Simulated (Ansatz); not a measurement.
CuO (Tenorite) under changes of volume

One of the cells (10.135 Å³/atom); the others are scaled copies at fixed shape and fractional positions:

```
Cu O
1.0
     2.34185   -1.71130    0.00000
     2.34185    1.71130    0.00000
    -0.85003    0.00000    5.05787
Cu O
2 2
Direct
  0.50000 0.00000 0.50000
  0.00000 0.50000 0.00000
  0.41840 0.58160 0.75000
  0.58160 0.41840 0.25000
```

```yaml
Program: Ansatz 0.2.0
Functional: PBEsol
Potentials_or_basis: all-electron LAPW, scalar-relativistic
Cutoff: 406 eV (chosen from the basis error)
Basis_error_allowed: 0.002 eV/atom
k_mesh: 10 × 10 × 5
Occupations: fermi-dirac, width 0.05 eV
Spin: no spin polarisation
```

```csv
volume (Å³/atom),energy over the lowest point (meV/atom),pressure (GPa),largest force (eV/Å)
9.527,12.94,9.7,0.150
9.730,3.70,5.1,0.226
9.932,0.00,0.9,0.295
10.135,1.19,-2.7,0.358
10.338,6.82,-6.0,0.416
10.540,?,?,?
10.743,29.38,-11.5,0.518
```

Q: What does the run at 10.540 Å³/atom give?

A: Energy over the lowest point 16.35 meV/atom; pressure -8.9 GPa; largest force 0.470 eV/Å.

Worked out: A Birch-Murnaghan fit of order 3 (a polynomial in V^(-2/3)) to the other rows has its minimum at 9.98 Å³/atom with B0 = V·E''(V) = 186 GPa and B' = 4.6 at fixed shape and positions, which overstates the stiffness. It gives 16.32 meV/atom at 10.540 Å³/atom, against the run's 16.35, and -dE/dV = -9.0 GPa, against -8.9.

Energies are extrapolated to zero smearing.

Caveats: the run has no spin polarisation, though such a crystal can be magnetic.
